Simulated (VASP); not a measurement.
Set up this calculation in VASP 6.6.1, as the native input.

```yaml
Task: band structure
Functional: TB-mBJ
Potentials_or_basis: VASP PAW PBE potentials, release 64 (Cd, Te)
Cutoff: 520 eV
k_mesh: 6 × 6 × 6
Occupations: gaussian, width 0.03 eV
Spin: spin-orbit coupling, no magnetisation
Further_INCAR_settings: ALGO = Normal; EDIFF = 1e-07; NBANDS = 32
```

The system is CdTe.

```
Cd Te
1.0
     0.00000    3.24780    3.24780
     3.24780    0.00000    3.24780
     3.24780    3.24780    0.00000
Cd Te
1 1
Direct
  0.00000 0.00000 0.00000
  0.25000 0.25000 0.25000
```

The input as run:

POSCAR

```
CdTe                                    
1.0
    0.0000000000      3.2477981882      3.2477981882
    3.2477981882      0.0000000000      3.2477981882
    3.2477981882      3.2477981882      0.0000000000
  Cd              Te            
     1     1
Direct
     0.0000000000000000    0.0000000000000000    0.0000000000000000
     0.2500000000000000    0.2500000000000000    0.2500000000000000
```

INCAR.step1

```
PREC = Accurate ; ENCUT = 520
EDIFF = 1E-5 ; ISMEAR = 0
SIGMA = 0.03 ; LREAL = F
LASPH = T ; NELM = 80
ALGO = Normal ; ISIF = 2
LWAVE = T ; LCHARG = F
LNONCOLLINEAR = T ; MAGMOM = 0 0 0 0 0 0
LORBIT = 11 ; LSORBIT = T
GGA_COMPAT = F ; NBANDS = 32
GGA = PE
```

INCAR.step2

```
PREC = Accurate ; ENCUT = 520
EDIFF = 1E-7 ; ISMEAR = 0
SIGMA = 0.03 ; LREAL = F
LASPH = T ; NELM = 80
ALGO = Normal ; ISIF = 2
LWAVE = F ; LCHARG = F
LNONCOLLINEAR = T ; MAGMOM = 0 0 0 0 0 0
LORBIT = 11 ; LSORBIT = T
GGA_COMPAT = F ; METAGGA = MBJ
NBANDS = 32 ; ISTART = 1
```

KPOINTS

```
regular mesh
0
Gamma
  6 6 6
```

KPOINTS_OPT

```
explicit points
159
Reciprocal
 0.0000000000  0.0000000000  0.0000000000 1
 0.0357142857  0.0000000000  0.0357142857 1
 0.0714285714  0.0000000000  0.0714285714 1
 0.1071428571  0.0000000000  0.1071428571 1
 0.1428571429  0.0000000000  0.1428571429 1
 0.1785714286  0.0000000000  0.1785714286 1
[... 151 lines left out ...]
 0.4250000000  0.0000000000  0.4250000000 1
 0.4500000000  0.0000000000  0.4500000000 1
```

Potentials or basis: VASP PAW PBE potentials, release 64 (Cd, Te).

Command:

```console
$ cat potpaw_PBE.64/Cd/POTCAR potpaw_PBE.64/Te/POTCAR > POTCAR
$ cp INCAR.step1 INCAR
$ mpirun -np 1 vasp_ncl > vasp.out
$ cp INCAR.step2 INCAR
$ mpirun -np 1 vasp_ncl > vasp.out
```

Results of the run:

```
Valence electrons inside the program's atomic spheres : Cd 10.21; Te 3.54
```

Run time: 14 min on 1 thread of Intel(R) Xeon(R) Platinum 8488C (Sapphire Rapids), with other jobs on the host, peak memory 0.46 GiB.
